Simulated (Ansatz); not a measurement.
# Ti: one crystal by all-electron and frozen-core methods

The same cell of Ti is computed with LAPW, all electrons, PAW with frozen cores and datasets made for this crystal, to set the results side by side.

This is Ti in the fcc structure; at room conditions it is hcp.

Method: DFT PBE, scalar-relativistic, in Ansatz 0.2.0.

**1. The system as given**

It takes space group Fm-3m (No. 225, cubic). The conventional cell has a = 4.060 Å, b = 4.060 Å, c = 4.060 Å, α = 90.00°, β = 90.00°, γ = 90.00°. Ti (site symmetry m-3m) is surrounded by 12 Ti at 2.87 Å.

As a file:

```
Ti
1.0
     0.00000    2.03000    2.03000
     2.03000    0.00000    2.03000
     2.03000    2.03000    0.00000
Ti
1
Direct
  0.00000 0.00000 0.00000
```

The cell is a deposited one (Crystallography Open Database entry 1534878); the temperature and pressure of the measurement aren't taken into account, and nothing was relaxed.

**2. LAPW, all electrons**

input.yaml reads:

```yaml
crystal:
  lattice:
    - [0.0, 2.03, 2.03]
    - [2.03, 0.0, 2.03]
    - [2.03, 2.03, 0.0]
  atoms:
    - { symbol: Ti, position: [0.0, 0.0, 0.0] }
kpoints:
  mp_grid: { grid: [14, 14, 14] }
  band_path:
    path:
      - [0.0, 0.0, 0.0]
      - [0.5, 0.0, 0.5]
      - [0.625, 0.25, 0.625]
      - [0.375, 0.375, 0.75]
      - [0.0, 0.0, 0.0]
      - [0.5, 0.5, 0.5]
      - [0.5, 0.25, 0.75]
      - [0.5, 0.0, 0.5]
    npoints: 8
scf:
  occupations: { method: fermi_dirac, width: 0.05 }
hamiltonian:
  xc: pbe
  pseudopotentials: { kind: all_electron, lapw: { basis_error: 0.00025 } }
output:
  forces: true
  stress: true
  eigenvalues: true
  populations: true
  dos: { projected: true, de: 0.2, e_range: [-14, 8] }
```

**3. PAW with frozen cores**

input.yaml, as its differences from that of step 2:

```diff
@@ -24,3 +24,3 @@
   xc: pbe
-  pseudopotentials: { kind: all_electron, lapw: { basis_error: 0.00025 } }
+  pseudopotentials: { kind: paw }
 output:
@@ -29,3 +29,5 @@
   eigenvalues: true
+  efg: { contact_densities: true }
   populations: true
+  bader: true
   dos: { projected: true, de: 0.2, e_range: [-14, 8] }
```

**4. Datasets made for this crystal**

input.yaml, as its differences from that of step 3:

```diff
@@ -24,3 +24,3 @@
   xc: pbe
-  pseudopotentials: { kind: paw }
+  pseudopotentials: { kind: all_electron, datasets: crystal }
 output:
@@ -30,4 +30 @@
   efg: { contact_densities: true }
-  populations: true
-  bader: true
-  dos: { projected: true, de: 0.2, e_range: [-14, 8] }
```

(Steps that only read results are left out.)

What does the calculation give? Wanted: pressure; gap.

The runs gave:

| quantity | value |
| --- | --- |
| pressure | LAPW 4.44, PAW 4.45, crystal datasets 4.44 GPa |
| gap (LAPW) | none |

In words: The pressure of 4.4 GPa pushes the cell to expand, with the atoms held in place. Bands cross the Fermi level: the crystal is a metal at this level. Within 0.3 eV of the Fermi level the largest projected share is Ti 3d (93 %). The projection holds only the free atom's occupied shells (Ti 4s, Ti 3d in this range). PAW lies less than 0.01 GPa from LAPW in pressure.
